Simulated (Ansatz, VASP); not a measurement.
# HfO2 in VASP and in Ansatz

Contents of INCAR:

```
PREC = Accurate
ENCUT = 520
EDIFF = 1E-7
ISMEAR = 0
SIGMA = 0.05
LREAL = False
LASPH = True
NELM = 60
ALGO = Normal
ISIF = 2
LWAVE = False
LCHARG = False
GGA = PS
NBANDS = 18
```

The input KPOINTS:

```
regular mesh
0
Gamma
  8 8 8
```

File POSCAR:

```
HfO2
1.0
    0.0000000000      2.5894065951      2.5220673956
    2.4211846998      0.0000000000      2.5220673956
    2.4211846998      2.5894065951      0.0000000000
Hf O
1 2
Direct
    0.0000000000      0.0000000000      0.0000000000
    0.2500000000      0.2500000000      0.2500000000
    0.7500000000      0.7500000000      0.7500000000
```

Input for Ansatz:

```yaml
crystal:
  lattice:
    - [0.0, 2.5894065951, 2.5220673956]
    - [2.4211846998, 0.0, 2.5220673956]
    - [2.4211846998, 2.5894065951, 0.0]
  atoms:
    - { symbol: Hf, position: [0.0, 0.0, 0.0] }
    - { symbol: O, position: [0.25, 0.25, 0.25] }
    - { symbol: O, position: [0.75, 0.75, 0.75] }
basis:
  ecutwfc: 520.0
kpoints:
  mp_grid: { grid: [8, 8, 8] }
hamiltonian:
  xc: pbesol
  pseudopotentials: { kind: paw, azcp: { folder: soft_1 } }
scf:
  occupations: { method: gaussian, width: 0.05 }
output:
  forces: true
  stress: true
  eigenvalues: true
```

Change from the starting cell: normal strain along x -0.0400, normal strain along y +0.0267.

Alike in both runs: task single point; functional PBEsol; k mesh 8 × 8 × 8; occupations gaussian, width 0.05 eV; no spin polarisation.

```csv
,VASP,Ansatz
version,VASP 6.6.1,Ansatz 0.2.0
potentials or method,"VASP PAW PBE potentials, release 64 (Hf_pv, O)","scalar-relativistic, plane waves, PAW"
plane-wave cutoff (eV),520,520
valence electrons in the cell,22,38
```

Ansatz gave:

| Item | Value |
| --- | --- |
| gap on the k mesh at the Fermi level (eV) | 2.99 |
| least direct gap on the mesh (eV) | 3.22 |
| pressure (GPa) | 4.1 |
| largest component of the traceless stress (GPa) | 17.18 |

**Question.** Which values does VASP return?

**Answer.** gap on the k mesh at the Fermi level (eV): 2.99; least direct gap on the mesh (eV): 3.23; pressure (GPa): 0.2; largest component of the traceless stress (GPa): 17.49.

One of these differences is far larger than is usual between the two programs; its cause wasn't traced. The two sets of potentials don't hold the same shells in valence. Ansatz warned: «pseudo_functional_mismatch».

Caveats: the PAW data sets were made with another functional, which shifts forces and pressure a little (VASP); spin-orbit coupling is left out, which moves the levels of the heavy elements. A k mesh can miss the band edges.
